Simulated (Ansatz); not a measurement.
# O on Al(110): change of the work function, part 4 of 5

How does O on the longbridge site change the work function of Al(110) as the layer fills?

Ansatz 0.2.0; plane-wave DFT, PBE, Ansatz PAW.

So far, work function, upper face (eV): step 2 (the clean slab) 3.99; step 3 (46 atoms, coverage 0.111 ML, cell 3x3) 3.98; step 4 (21 atoms, coverage 0.25 ML, cell 2x2) 3.93.

**5. The covered slab, k-mesh 4×5×1, coverage 0.5 ML**

System of this step: Al10O (O/Al(110)). The cell holds 22 atoms: 20 Al and 2 O. Cell: a = 8.100 Å, b = 5.728 Å, c = 24.135 Å, α = 90.0°, β = 90.0°, γ = 90.0°. Vacuum lies along c.

Another coverage, to see how the dipoles act on each other as their distance changes.

File input.yaml:

```yaml
crystal:
  lattice:
    - [8.1, 0.0, 0.0]
    - [0.0, 5.7275649276, 0.0]
    - [0.0, 0.0, 24.1345817776]
  atoms:
    - { symbol: Al, position: [0.0, 0.0, 0.3729088858] }
    - { symbol: Al, position: [0.25, 0.25, 0.4322383262] }
    - { symbol: Al, position: [0.0, 0.0, 0.4903550414] }
    - { symbol: Al, position: [0.25, 0.25, 0.5515131667] }
    - { symbol: Al, position: [0.0, 0.0, 0.6063739539] }
    - { symbol: Al, position: [0.0, 0.5, 0.3729088858] }
    - { symbol: Al, position: [0.25, 0.75, 0.4322383262] }
    - { symbol: Al, position: [0.0, 0.5, 0.4903550414] }
    - { symbol: Al, position: [0.25, 0.75, 0.5515131667] }
    - { symbol: Al, position: [0.0, 0.5, 0.6063739539] }
    - { symbol: Al, position: [0.5, 0.0, 0.3729088858] }
    - { symbol: Al, position: [0.75, 0.25, 0.4322383262] }
    - { symbol: Al, position: [0.5, 0.0, 0.4903550414] }
    - { symbol: Al, position: [0.75, 0.25, 0.5515131667] }
    - { symbol: Al, position: [0.5, 0.0, 0.6063739539] }
    - { symbol: Al, position: [0.5, 0.5, 0.3729088858] }
    - { symbol: Al, position: [0.75, 0.75, 0.4322383262] }
    - { symbol: Al, position: [0.5, 0.5, 0.4903550414] }
    - { symbol: Al, position: [0.75, 0.75, 0.5515131667] }
    - { symbol: Al, position: [0.5, 0.5, 0.6063739539] }
    - { symbol: O, position: [0.25, 0.0, 0.6270911142] }
    - { symbol: O, position: [0.75, 0.5, 0.6270911142] }
kpoints:
  mp_grid: { grid: [4, 5, 1] }
hamiltonian:
  xc: pbe
scf:
  occupations: { method: fermi_dirac, width: 0.1 }
  convergence: { dr2_threshold: 1.0e-08 }
efield:
  axis: 3
  dipole_correction: true
  ramp_position: 0.97
  ramp_width: 0.06
relax:
  f_tol: 0.02
  max_steps: 60
  constraints: [{ sites: [0, 1, 5, 6, 10, 11, 15, 16] }]
output:
  bader: true
  dos: { projected: true, e_range: [-8, 4] }
  write_potential: true
  write_density: true
  volumetric_format: npy
```

Command:

```console
$ ansatz run input.yaml --threads 4 --pin off --max-ram 6144MiB --backend cpu --events-out ev --progress --plain --runs-dir out
```

Numbers of over 12 decimals in the logs are rounded to 6 here.

Log:

```text
[...]
Crystal: 22 atoms, lattice volume = 1119.682 Å³
Basis set: ecut = 420 eV, 21961 PW (Γ), exchange–correlation on 120×80×324 points (8 copies of the dense FFT grid, shifted against one another)
Bands: 58, of which v1, the nominal top of the filled ones, is band 36 counted from 1 (35 counted from 0)
Symmetry: 8 space group operations
[...]
2     Al     -0.1224     0.0001
     3     Al      0.5429     0.0005
     4     Al      0.4704     0.0004
     5     Al      0.0571     0.0001
     6     Al      0.0137     0.0000
     7     Al     -0.1224     0.0001
[...]
18     Al      0.5429     0.0005
    19     Al      0.4704     0.0004
    20      O     -1.9234     0.0017
    21      O     -1.9234     0.0017
  estimated error of the sums over rays = 4.7e-4 e
[key lines of the parts left out:]
SCF converged after 7 iterations
Free energy (F): -11881.517951 eV
Fermi energy:    -0.134624 eV
Dipole field:    D = 0.004270 V/Å  (p = 0.026419 e·Å, saw-weighted, corrected)
Work function:   Φ+ = 3.8246 eV   Φ− = 3.9276 eV
```

Wall time 5.7 min (4 threads of Arm Neoverse N1, shared host); peak memory 1.8 GiB; 20 min of CPU time.

The steps of the relaxation:

| step | energy less that of the first step (eV) | largest force component (eV/Å) |
| --- | --- | --- |
| 1 | 0.0000 | 2.1307 |
| 2 | -0.9571 | 1.5308 |
| 3 | -1.5094 | 0.5687 |
| 4 | -1.7347 | 0.3330 |
| 5 | -1.7992 | 0.1679 |
| 6 | -1.8202 | 0.0769 |
| 7 | -1.8219 | 0.0113 |

Forces are held to the 8 operations that the run works with; a distortion that breaks them can't arise in this run.

The atoms that moved most (Å):

| atom | dx | dy | dz | length |
| --- | --- | --- | --- | --- |
| O21 | 0.000 | 0.000 | -0.679 | 0.679 |
| O22 | 0.000 | 0.000 | -0.679 | 0.679 |
| Al20 | 0.072 | 0.000 | 0.144 | 0.161 |
| Al5 | 0.072 | 0.000 | 0.144 | 0.161 |
| Al10 | -0.072 | 0.000 | 0.144 | 0.161 |
| Al15 | -0.072 | 0.000 | 0.144 | 0.161 |
| Al19 | 0.000 | 0.095 | -0.056 | 0.110 |
| Al9 | 0.000 | -0.095 | -0.056 | 0.110 |

The relaxed structure:

```cif
data_structure
_symmetry_space_group_name_H-M 'P 1'
_symmetry_Int_Tables_number 1
_cell_length_a 8.1000
_cell_length_b 5.7276
_cell_length_c 24.1346
_cell_angle_alpha 90.000
_cell_angle_beta 90.000
_cell_angle_gamma 90.000
_cell_volume 1119.68
loop_
_atom_site_label
_atom_site_type_symbol
_atom_site_fract_x
_atom_site_fract_y
_atom_site_fract_z
_atom_site_occupancy
Al1 Al 0.00000 0.00000 0.37291 1
Al2 Al 0.25000 0.25000 0.43224 1
Al3 Al 0.99988 0.00000 0.48954 1
Al4 Al 0.25000 0.26662 0.54920 1
Al5 Al 0.00890 0.00000 0.61234 1
Al6 Al 0.00000 0.50000 0.37291 1
Al7 Al 0.25000 0.75000 0.43224 1
Al8 Al 0.00012 0.50000 0.48954 1
Al9 Al 0.25000 0.73338 0.54920 1
Al10 Al 0.99110 0.50000 0.61234 1
Al11 Al 0.50000 0.00000 0.37291 1
Al12 Al 0.75000 0.25000 0.43224 1
Al13 Al 0.50012 0.00000 0.48954 1
Al14 Al 0.75000 0.23338 0.54920 1
Al15 Al 0.49110 0.00000 0.61234 1
Al16 Al 0.50000 0.50000 0.37291 1
Al17 Al 0.75000 0.75000 0.43224 1
Al18 Al 0.49988 0.50000 0.48954 1
Al19 Al 0.75000 0.76662 0.54920 1
Al20 Al 0.50890 0.50000 0.61234 1
O21 O 0.25000 0.00000 0.59894 1
O22 O 0.75000 0.50000 0.59894 1
```

The density of states has structure finer than the step of the table below, so its rows give means over 0.25 eV, whole bins alone (the curve runs from -8 to 1.98 eV). Peaks (eV: height): -1.860: 17.8, -0.990: 16.3, -0.780: 16.9, 0.300: 17.6, 0.420: 17.8, 1.740: 18.3, 1.920: 38.8.

Density of states against energy, zero at the Fermi level; means over each step:

| energy (eV) | density of states (states/eV a cell) |
| --- | --- |
| -7.75 | 7.69 |
| -7.50 | 11.2 |
| -7.25 | 3.43 |
| -7.00 | 5.74 |
| -6.75 | 4.51 |
| -6.50 | 6.52 |
| -6.25 | 6.80 |
| -6.00 | 5.17 |
| -5.75 | 8.84 |
| -5.50 | 8.21 |
| -5.25 | 5.67 |
| -5.00 | 6.68 |
| -4.75 | 6.20 |
| -4.50 | 6.64 |
| -4.25 | 5.16 |
| -4.00 | 7.14 |
| -3.75 | 5.84 |
| -3.50 | 8.53 |
| -3.25 | 6.27 |
| -3.00 | 7.19 |
| -2.75 | 6.49 |
| -2.50 | 8.19 |
| -2.25 | 10.6 |
| -2.00 | 9.99 |
| -1.75 | 9.13 |
| -1.50 | 5.72 |
| -1.25 | 7.93 |
| -1.00 | 10.4 |
| -0.75 | 9.89 |
| -0.50 | 7.74 |
| -0.25 | 6.89 |
| 0.00 | 6.02 |
| 0.25 | 9.56 |
| 0.50 | 12.4 |
| 0.75 | 12.4 |
| 1.00 | 10.2 |
| 1.25 | 11.2 |
| 1.50 | 8.47 |
| 1.75 | 12.8 |

The relaxation took 7 steps and lowered the energy by 1.8 eV; the largest force on the free atoms ends at 0.011 eV/Å.

The covered face has 3.82 eV, -0.17 eV against the clean one; the bare back face has moved by -0.06 eV, a measure of how thin the slab is. The added atoms end 0.3 Å under the highest substrate atom on average, so this is no overlayer any more.

**6. The covered slab, k-mesh 8×10×1, coverage 1 ML**

System of this step: Al5O (O/Al(110)). The cell holds 6 atoms: 5 Al and 1 O. Cell: a = 4.050 Å, b = 2.864 Å, c = 24.135 Å, α = 90.0°, β = 90.0°, γ = 90.0°. Vacuum lies along c.

Another coverage, to see how the dipoles act on each other as their distance changes.

input.yaml, the sections that differ from step 5:

```yaml
crystal:
  lattice:
    - [4.05, 0.0, 0.0]
    - [0.0, 2.8637824638, 0.0]
    - [0.0, 0.0, 24.1345817776]
  atoms:
    - { symbol: Al, position: [0.0, 0.0, 0.3729088858] }
    - { symbol: Al, position: [0.5, 0.5, 0.4322383262] }
    - { symbol: Al, position: [0.0, 0.0, 0.4903550414] }
    - { symbol: Al, position: [0.5, 0.5, 0.5515131667] }
    - { symbol: Al, position: [0.0, 0.0, 0.6063739539] }
    - { symbol: O, position: [0.5, 0.0, 0.6270911142] }
kpoints:
  mp_grid: { grid: [8, 10, 1] }
relax:
  f_tol: 0.02
  max_steps: 60
  constraints: [{ sites: [0, 1] }]
output:
  bader: true
  write_potential: true
  write_density: true
  volumetric_format: npy
# hamiltonian, scf, efield: as in step 5
```

Log:

```text
[...]
Crystal: 6 atoms, lattice volume = 279.921 Å³
Basis set: ecut = 420 eV, 5477 PW (Γ), exchange–correlation on 60×40×324 points (8 copies of the dense FFT grid, shifted against one another)
Bands: 17, of which v1, the nominal top of the filled ones, is band 11 counted from 1 (10 counted from 0)
Symmetry: 4 space group operations
[...]
- { symbol: Al, position: [1.1285566712343255e-17, 0.0, 0.617746] }
    - { symbol: O, position: [0.5, 0.0, 0.597396] }
--- Bader charges: 6 sites ---
  site symbol  charge [e]  shift [e]
     0     Al      0.0839     0.0002
     1     Al      0.0667     0.0005
     2     Al     -0.2346     0.0001
     3     Al      1.1538     0.0015
     4     Al      0.8059     0.0007
     5      O     -1.8756     0.0016
  estimated error of the sums over rays = 4.9e-4 e
[key lines of the parts left out:]
SCF converged after 6 iterations
Free energy (F): -3254.822853 eV
Fermi energy:    0.048686 eV
Dipole field:    D = 0.004592 V/Å  (p = 0.007104 e·Å, saw-weighted, corrected)
Work function:   Φ+ = 3.7824 eV   Φ− = 3.8932 eV
```

It took 77 s on 4 threads; peak memory 0.52 GiB; 4.3 min of CPU time.

Relaxation path:

| step | energy less that of the first step (eV) | largest force component (eV/Å) |
| --- | --- | --- |
| 1 | 0.0000 | 2.4447 |
| 2 | -0.4848 | 2.0804 |
| 3 | -0.9185 | 0.9773 |
| 4 | -1.0755 | 0.6418 |
| 5 | -1.1530 | 0.0798 |
| 6 | -1.1602 | 0.0725 |
| 7 | -1.1609 | 0.0119 |

Forces are held to the 4 operations that the run works with; a distortion that breaks them can't arise in this run.

The atoms that moved most (Å):

| atom | dx | dy | dz | length |
| --- | --- | --- | --- | --- |
| O6 | 0.000 | 0.000 | -0.717 | 0.717 |
| Al5 | 0.000 | 0.000 | 0.274 | 0.274 |
| Al4 | 0.000 | 0.000 | -0.100 | 0.100 |
| Al3 | 0.000 | 0.000 | -0.036 | 0.036 |

Final coordinates:

```xyz
6
Lattice="4.0500 0.0000 0.0000 0.0000 2.8638 0.0000 0.0000 0.0000 24.1346" Properties=species:S:1:pos:R:3
Al    0.0000    0.0000    9.0000
Al    2.0250    1.4319   10.4319
Al    0.0000    0.0000   11.7987
Al    2.0250    1.4319   13.2107
Al    0.0000    0.0000   14.9090
O     2.0250    0.0000   14.4179
```

The relaxation took 7 steps and lowered the energy by 1.2 eV; the largest force on the free atoms ends at 0.012 eV/Å.

The covered face has 3.78 eV, -0.21 eV against the clean one; the bare back face has moved by -0.10 eV, a measure of how thin the slab is. The added atoms end 0.5 Å under the highest substrate atom on average, so this is no overlayer any more.

**7. Work function against coverage**

This step: plane-wave DFT, PBE, Ansatz PAW; work function against coverage (Ansatz 0.2.0).

The runs are now put side by side.

This step gave:

```
work function of the clean face     : 3.995 eV
largest change of the work function : -0.2125 eV
```

Work function of the covered face against coverage:

| coverage (adsorbates/nm²) | work function of the covered face (eV) |
| --- | --- |
| 0.00 | 3.99 |
| 0.96 | 3.98 |
| 2.16 | 3.93 |
| 4.31 | 3.82 |
| 8.62 | 3.78 |

The dipole per adsorbate comes from the change of the cell's dipole. Coverage, by row:

| coverage (1/nm²) | coverage (ML) | work function (eV) | change (eV) | dipole per adsorbate, positive end outwards (debye) | mean height of the added atoms over the highest substrate atom (Å) |
| --- | --- | --- | --- | --- | --- |
| 0.958 | 0.1111 | 3.976 | -0.01859 | 0.065 | -0.2939 |
| 2.155 | 0.25 | 3.934 | -0.06106 | 0.075 | -0.2236 |
| 4.311 | 0.5 | 3.825 | -0.1704 | 0.065 | -0.3235 |
| 8.622 | 1 | 3.782 | -0.2125 | 0.035 | -0.4911 |

**8. The slab at 0.25 ML, atoms frozen**

This step: plane-wave DFT, PBE, Ansatz PAW (Ansatz 0.2.0).

System of this step: Al20O (O/Al(110)). The cell holds 21 atoms: 20 Al and 1 O. Its edges and angles: a = 8.100 Å, b = 5.728 Å, c = 24.135 Å, α = 90.0°, β = 90.0°, γ = 90.0°. Vacuum lies along c.

To see where the charge goes, the covered slab, the bare substrate and the adsorbate layer are each run at the same frozen positions and on the same grid.

File input.yaml:

```yaml
crystal:
  lattice:
    - [8.1, 0.0, 0.0]
    - [0.0, 5.7275649276, 0.0]
    - [0.0, 0.0, 24.1345817776]
  atoms:
    - { symbol: Al, position: [0.0, 0.0, 0.3729088858] }
    - { symbol: Al, position: [0.25, 0.25, 0.4322383262] }
    - { symbol: Al, position: [-0.0008285235, 0.0, 0.4896953203] }
    - { symbol: Al, position: [0.25, 0.2638109002, 0.5494801457] }
    - { symbol: Al, position: [0.0029418984, 0.0, 0.6090538116] }
    - { symbol: Al, position: [0.0, 0.5, 0.3729088858] }
    - { symbol: Al, position: [0.25, 0.75, 0.4322383262] }
    - { symbol: Al, position: [-0.001481093, 0.5, 0.4901534397] }
    - { symbol: Al, position: [0.25, 0.7361890998, 0.5494801457] }
    - { symbol: Al, position: [-0.009548351, 0.5, 0.6054816332] }
    - { symbol: Al, position: [0.5, 0.0, 0.3729088858] }
    - { symbol: Al, position: [0.75, 0.25, 0.4322383262] }
    - { symbol: Al, position: [0.5008285235, 0.0, 0.4896953203] }
    - { symbol: Al, position: [0.75, 0.2470935822, 0.5501246547] }
    - { symbol: Al, position: [0.4970581016, 0.0, 0.6090538116] }
    - { symbol: Al, position: [0.5, 0.5, 0.3729088858] }
    - { symbol: Al, position: [0.75, 0.75, 0.4322383262] }
    - { symbol: Al, position: [0.501481093, 0.5, 0.4901534397] }
    - { symbol: Al, position: [0.75, 0.7529064178, 0.5501246547] }
    - { symbol: Al, position: [0.509548351, 0.5, 0.6054816332] }
    - { symbol: O, position: [0.25, 0.0, 0.599790821] }
kpoints:
  mp_grid: { grid: [4, 5, 1] }
hamiltonian:
  xc: pbe
scf:
  occupations: { method: fermi_dirac, width: 0.1 }
  convergence: { dr2_threshold: 1.0e-08 }
efield:
  axis: 3
  dipole_correction: true
  ramp_position: 0.97
  ramp_width: 0.06
output:
  write_potential: true
  write_density: true
  volumetric_format: npy
```

Log:

```text
[...]
Crystal: 21 atoms, lattice volume = 1119.682 Å³
Basis set: ecut = 420 eV, 21961 PW (Γ)
Bands: 54, of which v1, the nominal top of the filled ones, is band 33 counted from 1 (32 counted from 0)
Symmetry: 4 space group operations
[...]
k-points: 9 of 20
[...]
SCF iter   1: F=—  HF=-11312.918775 eV  |F-HF|=—  |Δ(HF+E_count)|=         —  Δρ=1.41e-3  dr2=6.21e-2  ethr=1.77e-3  p=-0.030 e·Å  D=-4.87e-3 V/Å  ΔV_dip=0.12 eV  dr2_dipole=2.12e-3  V_vac-E_F(+/−)=4.09/3.97 eV  ⟨swp⟩=10.8  Hψ=3135  notcnv=0  defer=1
[...]
SCF iter   8: F=-11312.917850 eV  HF=-11312.917850 eV  |F-HF|=4.53e-9  |Δ(HF+E_count)|=   1.96e-8  Δρ=2.34e-7  dr2=5.85e-10  ethr=1.52e-11  p=0.015 e·Å  D=2.41e-3 V/Å  ΔV_dip=-0.06 eV  dr2_dipole=1.81e-12  V_vac-E_F(+/−)=3.93/3.99 eV  ⟨swp⟩=22.6  Hψ=2045  notcnv=0
SCF 1 converged in 8 iterations: F = -11312.917850 eV  dr2 = 5.85e-10
[...]
SCF converged after 8 iterations
Free energy (F): -11312.917850 eV
[...]
Internal energy: -11312.661596 eV  (E = F + TS)
E sigma→0 (E₀):  -11312.789723 eV
Entropy (-TS):   -0.256254 eV (-12.203 meV/atom)
Fermi energy:    -0.290120 eV
Dipole field:    D = 0.002409 V/Å  (p = 0.014908 e·Å, saw-weighted, corrected)
Work function:   Φ+ = 3.9339 eV   Φ− = 3.9920 eV
[...]
--- Band table (eV; the first three rows and the last of 9) ---
  k-point 0: bands = [... 29 lower, -1.1473, -1.0802, -0.9035, -0.7321, -0.6492, -0.0943, 0.1790, 0.4316, ... 17 higher]
  k-point 1: bands = [... 29 lower, -1.0612, -0.9038, -0.7353, -0.6194, -0.3526, -0.2753, 0.0515, 0.2694, ... 17 higher]
  k-point 2: bands = [... 29 lower, -0.6502, -0.4466, -0.3869, -0.3185, -0.1802, 0.1125, 0.3213, 0.4906, ... 17 higher]
  k-point 8: bands = [... 29 lower, -1.1906, -0.9409, -0.7086, -0.1360, 0.0774, 0.1843, 0.5717, 0.6191, ... 17 higher]
```

It took 48 s on 4 threads; peak memory 1.7 GiB; 2.6 min of CPU time.

This step gave:

```
energy at zero smearing        : -11312.7897 eV
work function, upper face      : 3.934 eV
work function, lower face      : 3.992 eV
dipole along the normal        : 0.01491 e·Å
step between the vacuum levels : -0.05814 eV
```

The work function of the upper face is 3.93 eV.

**9. The substrate of the 0.25 ML cell alone**

System of this step: O/Al(110), substrate alone, atoms held. The cell holds 20 atoms: 20 Al. Its edges and angles: a = 8.100 Å, b = 5.728 Å, c = 24.135 Å, α = 90.0°, β = 90.0°, γ = 90.0°. Vacuum lies along c.

The second part, atoms unmoved.

input.yaml, as its differences from that of step 8:

```diff
@@ -26,3 +26,2 @@
     - { symbol: Al, position: [0.509548351, 0.5, 0.6054816332] }
-    - { symbol: O, position: [0.25, 0.0, 0.599790821] }
 kpoints:
```

Log:

```text
[...]
Crystal: 20 atoms, lattice volume = 1119.682 Å³
Basis set: ecut = 420 eV, 21961 PW (Γ)
Bands: 50, of which v1, the nominal top of the filled ones, is band 30 counted from 1 (29 counted from 0)
Symmetry: 4 space group operations
[...]
k-points: 9 of 20
[...]
SCF iter   1: F=—  HF=-10744.438811 eV  |F-HF|=—  |Δ(HF+E_count)|=         —  Δρ=1.02e-3  dr2=2.59e-2  ethr=1.77e-3  p=0.000 e·Å  D=1.50e-5 V/Å  ΔV_dip=-0.00 eV  dr2_dipole=1.84e-8  V_vac-E_F(+/−)=3.93/3.93 eV  ⟨swp⟩=11.1  Hψ=2770  notcnv=0
[...]
SCF iter   7: F=-10744.443697 eV  HF=-10744.443697 eV  |F-HF|=6.43e-9  |Δ(HF+E_count)|=   5.42e-8  Δρ=2.89e-7  dr2=1.72e-9  ethr=1.67e-11  p=-0.001 e·Å  D=-1.04e-4 V/Å  ΔV_dip=0.00 eV  dr2_dipole=5.68e-12  V_vac-E_F(+/−)=3.99/3.99 eV  ⟨swp⟩=13.0  Hψ=1565  notcnv=0
SCF 1 converged in 7 iterations: F = -10744.443697 eV  dr2 = 1.72e-9
[...]
SCF converged after 7 iterations
Free energy (F): -10744.443697 eV
[...]
Internal energy: -10744.126767 eV  (E = F + TS)
E sigma→0 (E₀):  -10744.285232 eV
Entropy (-TS):   -0.316929 eV (-15.846 meV/atom)
Fermi energy:    -0.383767 eV
Dipole field:    D = -0.000105 V/Å  (p = -0.000649 e·Å, saw-weighted, corrected)
Work function:   Φ+ = 3.9933 eV   Φ− = 3.9907 eV
[...]
--- Band table (eV; the first three rows and the last of 9) ---
  k-point 0: bands = [... 26 lower, -1.5053, -1.2261, -1.1843, -1.1591, -0.4198, -0.0969, 0.1213, 0.2859, ... 16 higher]
  k-point 1: bands = [... 26 lower, -1.1214, -1.0632, -1.0340, -0.9828, -0.4415, -0.3565, -0.2450, -0.2411, ... 16 higher]
  k-point 2: bands = [... 26 lower, -0.6587, -0.5749, -0.5659, -0.4690, -0.2305, 0.1208, 0.2598, 0.2716, ... 16 higher]
  k-point 8: bands = [... 26 lower, -1.2760, -1.2671, -0.3867, -0.3737, -0.1272, -0.0811, 0.1661, 0.2119, ... 16 higher]
```

Elapsed: 39 s, on 4 threads; peak memory 1.6 GiB; 2.2 min of CPU time.

Numbers from this step:

```yaml
energy_at_zero_smearing: -10744.2852 eV
work_function_upper_face: 3.993 eV
dipole_along_the_normal: -6.49e-4 e·Å
```

The work function of the upper face is 3.99 eV.

[end of part 4 of 5]

[Logs are printed without paths, hosts, clocks, repeated set-up lines and the standing remarks that a program may print on its own settings, such as how far it seeks lower states.]

[Hosts, paths, dates, database ids (printed as entryN), source tags and the programs' standing remarks are cut or masked in the printed files.]

[Maps of the electrostatic potential energy from Ansatz leave out the sawtooth potential of an applied field or a dipole correction, so their vacuum need not be flat; planar profiles and work functions include it.]
